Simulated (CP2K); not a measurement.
# BaTiO3 in CP2K: the effect of Hubbard term

BaTiO3:

```
Ba Ti O
1.0
     4.00410    0.00000    0.00000
     0.01034    4.00409    0.00000
     0.01034    0.01031    4.00407
Ba Ti O
1 1 3
Direct
  0.03347 0.98847 0.00184
  0.50610 0.52748 0.53723
  0.48625 0.49715 0.97115
  0.47409 0.98642 0.47201
  0.97879 0.47918 0.49647
```

The cell isn't the ideal one: all atoms moved at random.

Alike in all runs:

| Property | Result |
| --- | --- |
| Program | CP2K 2026.2 |
| Task | single point |
| Functional | PBE |
| Potentials or basis | GTH_POTENTIALS Ba GTH-PBE-q10, Ti GTH-PBE-q12, O GTH-PBE-q6; DZVP-MOLOPT-SR-GTH basis |
| Density cutoff | 8163 eV |
| k mesh | 5 × 5 × 5 |
| Occupations | fermi-dirac, width 0.05 eV |
| Spin | no spin polarisation |
| SCF solver | diagonalisation with k points |
| Quickstep method | GPW |
| EPS_DEFAULT | 1.0E-9 |
| EPS_SCF | 1.0E-6 |
| MAX_SCF | 100 |
| SCF_GUESS | ATOMIC |
| k points reduced by the point group | yes |
| Mesh centred on Gamma | yes |

Q: One run gave: gap on the mesh 3.60 eV; largest force 3.02 eV/Å. Which Hubbard term did it use?
A. none
B. Ti d U = 4.0 eV
C. Ti d U = 2.0 eV
D. Ti d U = 6.0 eV
E. Ti d U = 8.0 eV

A: E.

```csv
Hubbard term,gap on the mesh (eV),largest force (eV/Å)
none,2.78,2.24
Ti d U = 2.0 eV,3.00,2.44
Ti d U = 4.0 eV,3.21,2.63
Ti d U = 6.0 eV,3.41,2.82
Ti d U = 8.0 eV,3.60,3.02
```

Caveats: spin-orbit coupling is left out, which moves the levels of the heavy elements; an odd mesh through Γ misses points on the zone boundary, where band edges often lie; the basis of atomic orbitals isn't converged, which shifts pressures, moduli and gaps; forces of over 1 eV/Å show positions far from the minimum, so gaps and moduli don't describe the material at rest; this program's U acts on Mulliken populations of all basis functions of the shell, so it isn't the U of plane-wave codes (some runs); energies scatter by some meV and the pressure isn't listed (some runs).

A gap of «none» marks a metal or a gap under the smearing width.
